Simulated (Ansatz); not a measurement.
# Localised basis functions on Al-Cu cluster of 39 atoms, built as a decahedron and then minimised (random alloy), part 2 of 3

Wanted: errors and times of a linear-scaling basis for Al-Cu cluster of 39 atoms, built as a decahedron and then minimised (random alloy). A setting counts as converged where the r.m.s. difference of forces stays under 1 % of the r.m.s. force.

Ansatz 0.2.0; Kohn-Sham DFT, PBE, PAW (set soft_2), plane waves.

The cell: 15 Cu and 24 Al. The host structure and its lattice constant were typed by rule, without a check against the phase diagram. Beside vacuum, support functions can miss their usual error bounds without a warning. The main run has no spin polarisation.

So far. Step 4 (Support functions low): Forces differ from the reference by 0.68 meV/Å r.m.s., 0.14 % of their size, well within a tolerance of 1 %; the energy by -1.7 meV/atom. It took roughly 2.6 times the reference's time (one timing each, with unlike analyses asked), in 20 cycles against 14. Step 5 (Support functions high): Forces differ from the reference by 0.62 meV/Å r.m.s., 0.13 % of their size, well within a tolerance of 1 %; the energy by -1.6 meV/atom.

## 6. Support functions medium, spacing 0.411 Å

The grid spacing sets how fine a wave the support functions can hold.

This step: Kohn-Sham DFT, PBE, PAW (set soft_2), localised support functions (medium) (Ansatz 0.2.0).

The input, input.yaml:

```yaml
crystal:
  lattice:
    - [21.43489, 0.0, 0.0]
    - [0.0, 20.97312, 0.0]
    - [0.0, 0.0, 20.59135]
  atoms:
    [... the 39 atom lines of step 2 ...]
kpoints:
  mp_grid: { grid: [1, 1, 1] }
hamiltonian:
  xc: pbe
scf:
  occupations: { method: cold, width: 0.15 }
  eigensolver: { kind: { support_functions: { accuracy: medium, spacing: 0.411 } } }
  mixing: { beta: 0.2 }
  max_iter: 150
output:
  forces: true
```

Started as:

```
> ansatz run input.yaml --threads 4 --pin off --max-ram 15872MiB --backend cpu --events-out ev --progress --plain --runs-dir out
```

The program printed:

```text
[...]
Crystal: 39 atoms, lattice volume = 9256.976 Å³
Basis set: ecut = 420 eV, 180977 PW (Γ), exchange–correlation on 288×288×288 points (8 copies of the dense FFT grid, shifted against one another)
Bands: 215, of which v1, the nominal top of the filled ones, is band 179 counted from 1 (178 counted from 0)
Symmetry: 1 space group operations
k-points: 1
[...]
SCF iter   1: F=—  HF=-112229.399787 eV  |F-HF|=—  |Δ(HF+E_count)|=         —  Δρ=6.37e-2  dr2=3.02e2  ethr=1.00e-1
[...]
SCF iter  29: F=-112191.548504 eV  HF=-112191.548501 eV  |F-HF|=2.88e-6  |Δ(HF+E_count)|=   5.18e-5  S|Δr|=    0.00e0  Δρ=1.37e-7  dr2=6.94e-9  ethr=4.75e-12
SCF 1 converged in 29 iterations: F = -112191.550210 eV  dr2 = 6.94e-9
[...]
SCF converged after 29 iterations
[...]
Free energy (F): -112191.550210 eV
[...]
Internal energy: -112191.559626 eV  (E = F + TS)
E sigma→0 (E₀):  -112191.553349 eV
Entropy (-TS):   0.009416 eV (0.241 meV/atom)
Fermi energy:    -3.334230 eV
[...]
--- Forces (eV/Å), atoms counted from 1 ---
  atom   1  Cu    -0.89472053     0.14969793     0.20686209
  atom   2  Cu     1.12128687     0.35791298     1.55932603
  atom   3  Al     0.51515122     1.05044201    -0.37627296
  atom   4  Cu     1.30062593     0.15803455    -1.82486645
  atom   5  Al    -0.66355964     0.17666825    -0.43404784
  atom   6  Cu     0.86907564     0.86973688     0.53472664
  atom   7  Cu    -0.80618425    -1.07512682    -1.42169945
  atom   8  Cu    -1.12656193     1.41294506    -0.45398928
  atom   9  Al    -0.84862692    -0.58304870    -0.20892003
  atom  10  Cu    -1.28769925    -0.90136290    -0.94996693
  atom  11  Cu    -0.89485369     1.15757945    -0.87039229
  atom  12  Cu     1.56609833    -1.82210050     1.44463790
  atom  13  Al    -0.01549858     0.57307153     0.19572856
  atom  14  Al     0.18217103    -0.22106428    -0.45833189
[...]
atom  38  Al     0.18425042    -0.29120971     0.34539073
  atom  39  Cu    -1.36062532     0.94077934     1.63526278
  max |Σ_I F_I| component: 3.14e0 eV/Å
--- Band table (eV) ---
[...]
```

It took 2 min on 4 threads of Arm Neoverse V2, shared host; peak memory 4.7 GiB.

The program notes that the forces don't sum to zero within tolerance and the grid leaves an egg-box force.

Forces differ from the reference by 592 meV/Å r.m.s., 125 % of their size, far over a tolerance of 1 %; the energy by +1555 meV/atom. It took roughly 1.5 times the reference's time (one timing each, with unlike analyses asked), in 29 cycles against 14. The setting is coarser than the default on purpose.

## 7. Support functions medium, spacing 0.343 Å

The grid spacing sets how fine a wave the support functions can hold.

input.yaml, the sections that differ from step 6:

```yaml
scf:
  occupations: { method: cold, width: 0.15 }
  eigensolver: { kind: { support_functions: { accuracy: medium, spacing: 0.343 } } }
  mixing: { beta: 0.2 }
  max_iter: 150
# crystal, kpoints, hamiltonian, output: as in step 6
```

The program printed:

```text
[...]
Crystal: 39 atoms, lattice volume = 9256.976 Å³
Basis set: ecut = 420 eV, 180977 PW (Γ), exchange–correlation on 288×288×288 points (8 copies of the dense FFT grid, shifted against one another)
Bands: 215, of which v1, the nominal top of the filled ones, is band 179 counted from 1 (178 counted from 0)
Symmetry: 1 space group operations
k-points: 1
[...]
SCF iter   1: F=—  HF=-112263.596268 eV  |F-HF|=—  |Δ(HF+E_count)|=         —  Δρ=4.69e-2  dr2=2.11e2  ethr=1.00e-1
[...]
SCF iter  29: F=-112252.292971 eV  HF=-112252.292967 eV  |F-HF|=4.60e-6  |Δ(HF+E_count)|=   5.39e-5  S|Δr|=    0.00e0  Δρ=1.85e-7  dr2=1.06e-8  ethr=5.29e-12
SCF 1 converged in 29 iterations: F = -112252.294740 eV  dr2 = 1.06e-8
[...]
SCF converged after 29 iterations
[...]
Free energy (F): -112252.294740 eV
[...]
Internal energy: -112252.309134 eV  (E = F + TS)
E sigma→0 (E₀):  -112252.299538 eV
Entropy (-TS):   0.014394 eV (0.369 meV/atom)
Fermi energy:    -3.361359 eV
[...]
--- Forces (eV/Å), atoms counted from 1 ---
  atom   1  Cu    -0.12826831    -0.11341153     0.89104807
  atom   2  Cu    -0.44373751    -0.56814111     0.68706954
  atom   3  Al     0.51551921     1.08483588    -0.39858487
  atom   4  Cu     0.06188816    -0.08833645    -0.98931486
  atom   5  Al    -0.68595810     0.20926727    -0.44695080
  atom   6  Cu    -0.52476882    -0.41530316    -0.27278789
  atom   7  Cu     0.06981155     0.03705055    -0.38660021
  atom   8  Cu     0.10048044     0.06379441     0.16175241
  atom   9  Al    -0.88330350    -0.58520070    -0.23441168
  atom  10  Cu    -0.36894718    -0.12834583    -0.05746597
  atom  11  Cu    -0.20851068     0.10838986     0.37130206
  atom  12  Cu     0.33930102    -0.50694312     0.45848957
  atom  13  Al    -0.02951552     0.65935808     0.18960006
  atom  14  Al     0.11961254    -0.20551764    -0.46617596
[...]
atom  38  Al     0.19739216    -0.23277949     0.40287292
  atom  39  Cu    -0.08432938    -0.29128404     0.53453783
  max |Σ_I F_I| component: 1.25e-1 eV/Å
--- Band table (eV) ---
[...]
```

It took 3 min on 4 threads; peak memory 5.7 GiB; 12 min of CPU time.

Forces differ from the reference by 9.7 meV/Å r.m.s., 2.1 % of their size, over a tolerance of 1 %; the energy by -2.6 meV/atom. It took roughly 2.3 times the reference's time (one timing each, with unlike analyses asked), in 29 cycles against 14. The setting is coarser than the default on purpose.

## 8. Support functions medium, spacing 0.297 Å

The grid spacing sets how fine a wave the support functions can hold.

input.yaml, the sections that differ from step 7:

```yaml
scf:
  occupations: { method: cold, width: 0.15 }
  eigensolver: { kind: { support_functions: { accuracy: medium, spacing: 0.297 } } }
  mixing: { beta: 0.2 }
  max_iter: 150
# crystal, kpoints, hamiltonian, output: as in step 7
```

The program printed:

```text
[...]
Crystal: 39 atoms, lattice volume = 9256.976 Å³
Basis set: ecut = 420 eV, 180977 PW (Γ), exchange–correlation on 288×288×288 points (8 copies of the dense FFT grid, shifted against one another)
Bands: 215, of which v1, the nominal top of the filled ones, is band 179 counted from 1 (178 counted from 0)
Symmetry: 1 space group operations
k-points: 1
[...]
SCF iter   1: F=—  HF=-112263.735072 eV  |F-HF|=—  |Δ(HF+E_count)|=         —  Δρ=4.69e-2  dr2=2.11e2  ethr=1.00e-1
[...]
SCF iter  30: F=-112252.332917 eV  HF=-112252.332915 eV  |F-HF|=2.22e-6  |Δ(HF+E_count)|=   5.07e-5  S|Δr|=    0.00e0  Δρ=1.42e-7  dr2=3.92e-9  ethr=2.29e-12
SCF 1 converged in 30 iterations: F = -112252.334617 eV  dr2 = 3.92e-9
[...]
SCF converged after 30 iterations
[...]
Free energy (F): -112252.334617 eV
[...]
Internal energy: -112252.348953 eV  (E = F + TS)
E sigma→0 (E₀):  -112252.339396 eV
Entropy (-TS):   0.014337 eV (0.368 meV/atom)
Fermi energy:    -3.361161 eV
[...]
--- Forces (eV/Å), atoms counted from 1 ---
  atom   1  Cu    -0.12608843    -0.11431530     0.89342637
  atom   2  Cu    -0.44441670    -0.56519156     0.68459558
  atom   3  Al     0.51519150     1.08431254    -0.39829386
  atom   4  Cu     0.08827917    -0.08649874    -0.98545803
  atom   5  Al    -0.68514320     0.20932673    -0.44708561
  atom   6  Cu    -0.54741205    -0.41744026    -0.27376936
  atom   7  Cu     0.09221684     0.03918325    -0.38489990
  atom   8  Cu     0.12517904     0.06701277     0.15772480
  atom   9  Al    -0.88352650    -0.58415187    -0.23471970
  atom  10  Cu    -0.35129631    -0.12492476    -0.05821305
  atom  11  Cu    -0.19971097     0.10917122     0.37218162
  atom  12  Cu     0.35377705    -0.50997576     0.45925216
  atom  13  Al    -0.02933768     0.65917656     0.18985492
  atom  14  Al     0.11966374    -0.20559442    -0.46670578
[...]
atom  38  Al     0.19719594    -0.23306508     0.40273656
  atom  39  Cu    -0.08249290    -0.29388089     0.53748523
  max |Σ_I F_I| component: 1.04e-1 eV/Å
--- Band table (eV) ---
[...]
```

It took 3.7 min on 4 threads; peak memory 6.2 GiB.

Forces differ from the reference by 7.7 meV/Å r.m.s., 1.6 % of their size, over a tolerance of 1 %; the energy by -3.7 meV/atom. It took roughly 2.8 times the reference's time (one timing each, with unlike analyses asked), in 30 cycles against 14. The setting is coarser than the default on purpose.

## 9. Support functions medium, spacing 0.263 Å

The grid spacing sets how fine a wave the support functions can hold.

input.yaml, the sections that differ from step 8:

```yaml
scf:
  occupations: { method: cold, width: 0.15 }
  eigensolver: { kind: { support_functions: { accuracy: medium, spacing: 0.263 } } }
  mixing: { beta: 0.2 }
  max_iter: 150
# crystal, kpoints, hamiltonian, output: as in step 8
```

The program printed:

```text
[...]
Crystal: 39 atoms, lattice volume = 9256.976 Å³
Basis set: ecut = 420 eV, 180977 PW (Γ), exchange–correlation on 288×288×288 points (8 copies of the dense FFT grid, shifted against one another)
Bands: 215, of which v1, the nominal top of the filled ones, is band 179 counted from 1 (178 counted from 0)
Symmetry: 1 space group operations
k-points: 1
[...]
SCF iter   1: F=—  HF=-112263.968385 eV  |F-HF|=—  |Δ(HF+E_count)|=         —  Δρ=4.69e-2  dr2=2.12e2  ethr=1.00e-1
[...]
SCF iter  23: F=—  HF=-112252.256749 eV  |F-HF|=—  |Δ(HF+E_count)|=   9.13e-5  S|Δr|=    0.00e0  Δρ=1.33e-6  dr2=7.80e-7  ethr=5.89e-10  κ⁻¹=1.3e-4(r=7)
SCF iter  24: F=-112252.256877 eV  HF=-112252.256792 eV  |F-HF|=8.45e-5  |Δ(HF+E_count)|=   4.31e-5  S|Δr|=    0.00e0  Δρ=9.24e-7  dr2=3.97e-7  ethr=2.19e-10
SCF 1 converged in 24 iterations: F = -112252.258738 eV  dr2 = 3.97e-7
[...]
SCF converged after 24 iterations
[...]
Free energy (F): -112252.258738 eV
[...]
Internal energy: -112252.273088 eV  (E = F + TS)
E sigma→0 (E₀):  -112252.263521 eV
Entropy (-TS):   0.014350 eV (0.368 meV/atom)
Fermi energy:    -3.361159 eV
[...]
Σ components = -112252.258738   (vs F -112252.258738, Δ=0.00e0)
--- Forces (eV/Å), atoms counted from 1 ---
  atom   1  Cu    -0.12780426    -0.10092703     0.91322004
  atom   2  Cu    -0.44430844    -0.58521143     0.69803343
  atom   3  Al     0.51554273     1.08497534    -0.39913033
  atom   4  Cu     0.08788729    -0.09629459    -0.98004448
[...]
atom  39  Cu    -0.08396568    -0.27570017     0.55495108
  max |Σ_I F_I| component: 2.51e-3 eV/Å
--- Band table (eV) ---
[...]
```

The job ended after 4.3 min (4 threads; peak memory 7.1 GiB; 17 min of CPU time).

Keys that differ from the reference: support_functions.accuracy = "medium", support_functions.spacing = 0.263, scf.max_iter = 150 and scf.mixing.beta = 0.2.

Forces differ from the reference by 0.90 meV/Å r.m.s., 0.19 % of their size, well within a tolerance of 1 %; the energy by -1.7 meV/atom. It took roughly 3.2 times the reference's time (one timing each, with unlike analyses asked), in 24 cycles against 14.

## 10. Support functions medium, spacing 0.206 Å

The grid spacing sets how fine a wave the support functions can hold.

input.yaml, the sections that differ from step 9:

```yaml
scf:
  occupations: { method: cold, width: 0.15 }
  eigensolver: { kind: { support_functions: { accuracy: medium, spacing: 0.206 } } }
  mixing: { beta: 0.2 }
  max_iter: 150
# crystal, kpoints, hamiltonian, output: as in step 9
```

The program printed:

```text
[...]
Crystal: 39 atoms, lattice volume = 9256.976 Å³
Basis set: ecut = 420 eV, 180977 PW (Γ), exchange–correlation on 288×288×288 points (8 copies of the dense FFT grid, shifted against one another)
Bands: 215, of which v1, the nominal top of the filled ones, is band 179 counted from 1 (178 counted from 0)
Symmetry: 1 space group operations
k-points: 1
[...]
SCF iter   1: F=—  HF=-112264.045234 eV  |F-HF|=—  |Δ(HF+E_count)|=         —  Δρ=4.69e-2  dr2=2.12e2  ethr=1.00e-1
[...]
SCF iter  23: F=—  HF=-112252.251904 eV  |F-HF|=—  |Δ(HF+E_count)|=   6.75e-5  S|Δr|=    0.00e0  Δρ=1.51e-6  dr2=8.30e-7  ethr=3.93e-10  κ⁻¹=1.3e-4(r=7)
SCF iter  24: F=-112252.252042 eV  HF=-112252.251957 eV  |F-HF|=8.47e-5  |Δ(HF+E_count)|=   5.26e-5  S|Δr|=    0.00e0  Δρ=1.14e-6  dr2=4.61e-7  ethr=2.32e-10
SCF 1 converged in 24 iterations: F = -112252.253908 eV  dr2 = 4.61e-7
[...]
SCF converged after 24 iterations
[...]
Free energy (F): -112252.253908 eV
[...]
Internal energy: -112252.268260 eV  (E = F + TS)
E sigma→0 (E₀):  -112252.258692 eV
Entropy (-TS):   0.014352 eV (0.368 meV/atom)
Fermi energy:    -3.361022 eV
[...]
Σ components = -112252.253908   (vs F -112252.253908, Δ=0.00e0)
--- Forces (eV/Å), atoms counted from 1 ---
  atom   1  Cu    -0.12656720    -0.10106973     0.91284517
  atom   2  Cu    -0.44652192    -0.58435813     0.69874470
  atom   3  Al     0.51548130     1.08491324    -0.39909552
  atom   4  Cu     0.08893778    -0.09627784    -0.97984601
[...]
atom  39  Cu    -0.08274414    -0.27669040     0.55556779
  max |Σ_I F_I| component: 3.07e-4 eV/Å
--- Band table (eV) ---
[...]
```

The job ended after 6.1 min (4 threads; peak memory 8.8 GiB).

Keys that differ from the reference: support_functions.accuracy = "medium", support_functions.spacing = 0.206, scf.max_iter = 150 and scf.mixing.beta = 0.2.

Forces differ from the reference by 0.65 meV/Å r.m.s., 0.14 % of their size, well within a tolerance of 1 %; the energy by -1.6 meV/atom. It took roughly 4.6 times the reference's time (one timing each, with unlike analyses asked), in 24 cycles against 14.

## 11. Support functions medium, spacing 0.183 Å

The grid spacing sets how fine a wave the support functions can hold.

input.yaml, the sections that differ from step 10:

```yaml
scf:
  occupations: { method: cold, width: 0.15 }
  eigensolver: { kind: { support_functions: { accuracy: medium, spacing: 0.183 } } }
  mixing: { beta: 0.2 }
  max_iter: 150
# crystal, kpoints, hamiltonian, output: as in step 10
```

The program printed:

```text
[...]
Crystal: 39 atoms, lattice volume = 9256.976 Å³
Basis set: ecut = 420 eV, 180977 PW (Γ), exchange–correlation on 300×300×300 points (8 copies of the dense FFT grid, shifted against one another)
Bands: 215, of which v1, the nominal top of the filled ones, is band 179 counted from 1 (178 counted from 0)
Symmetry: 1 space group operations
k-points: 1
[...]
SCF iter   1: F=—  HF=-112264.194461 eV  |F-HF|=—  |Δ(HF+E_count)|=         —  Δρ=4.70e-2  dr2=2.12e2  ethr=1.00e-1
[...]
SCF iter  23: F=—  HF=-112252.252236 eV  |F-HF|=—  |Δ(HF+E_count)|=   8.12e-5  S|Δr|=    0.00e0  Δρ=1.71e-6  dr2=9.38e-7  ethr=5.08e-10  κ⁻¹=1.4e-4(r=7)
SCF iter  24: F=-112252.252381 eV  HF=-112252.252276 eV  |F-HF|=1.05e-4  |Δ(HF+E_count)|=   4.04e-5  S|Δr|=    0.00e0  Δρ=1.07e-6  dr2=5.60e-7  ethr=2.63e-10
SCF 1 converged in 24 iterations: F = -112252.254067 eV  dr2 = 5.60e-7
[...]
SCF converged after 24 iterations
[...]
Free energy (F): -112252.254067 eV
[...]
Internal energy: -112252.268419 eV  (E = F + TS)
E sigma→0 (E₀):  -112252.258851 eV
Entropy (-TS):   0.014352 eV (0.368 meV/atom)
Fermi energy:    -3.361014 eV
[...]
Σ components = -112252.254067   (vs F -112252.254067, Δ=0.00e0)
--- Forces (eV/Å), atoms counted from 1 ---
  atom   1  Cu    -0.12652136    -0.10102215     0.91276403
  atom   2  Cu    -0.44634084    -0.58434691     0.69874831
  atom   3  Al     0.51547397     1.08486904    -0.39912565
  atom   4  Cu     0.08901775    -0.09628746    -0.97981814
[...]
atom  39  Cu    -0.08270654    -0.27676425     0.55556653
  max |Σ_I F_I| component: 4.54e-4 eV/Å
--- Band table (eV) ---
[...]
```

Run time: 8.7 min. Hardware: 4 threads; peak memory 11 GiB; 34 min of CPU time.

Keys that differ from the reference: support_functions.accuracy = "medium", support_functions.spacing = 0.183, scf.max_iter = 150 and scf.mixing.beta = 0.2.

Forces differ from the reference by 0.64 meV/Å r.m.s., 0.14 % of their size, well within a tolerance of 1 %; the energy by -1.6 meV/atom. It took roughly 6.6 times the reference's time (one timing each, with unlike analyses asked), in 24 cycles against 14.

## 12. Cost against change

Differences are against the plane-wave reference (Kohn-Sham DFT, PBE, PAW (set soft_2), plane waves), whose r.m.s. force component is 0.472 eV/Å. Energies are set beside the reference only for runs with its functional, potentials and electron count. Times are for 4 threads of Arm Neoverse V2, shared host. The reference's time includes the DOS and grids, which some other runs skip.

```
                                      run  Δ force, r.m.s. (meV/Å)  share of r.m.s. force (%)  Δ energy (meV/atom)  cycles     time  host memory (GiB)
                                reference                        -                          -                    -      14     79 s                6.6
                 support functions medium                    0.678                      0.144                -1.67      29  5.1 min                7.5
                    support functions low                    0.675                      0.143                -1.67      20  3.4 min                7.1
                   support functions high                    0.617                      0.131                -1.59      28   11 min                 12
support functions medium, spacing 0.411 Å                      592                        125                 1555      29    2 min                4.7
support functions medium, spacing 0.343 Å                     9.73                       2.06                -2.65      29    3 min                5.7
support functions medium, spacing 0.297 Å                     7.71                       1.63                -3.67      30  3.7 min                6.2
support functions medium, spacing 0.263 Å                    0.899                      0.190                -1.72      24  4.3 min                7.1
support functions medium, spacing 0.206 Å                    0.649                      0.137                -1.60      24  6.1 min                8.8
support functions medium, spacing 0.183 Å                    0.637                      0.135                -1.60      24  8.7 min                 11
```

(Part 2 of 3 ends here.)

[Long decimals in the printed logs are rounded to 6 places.]

[Logs are printed without paths, hosts, clocks, repeated set-up lines and the standing remarks that a program may print on its own settings, such as how far it seeks lower states.]

[Hosts, paths, dates, database ids (printed as entryN), source tags and the programs' standing remarks are cut or masked in the printed files.]
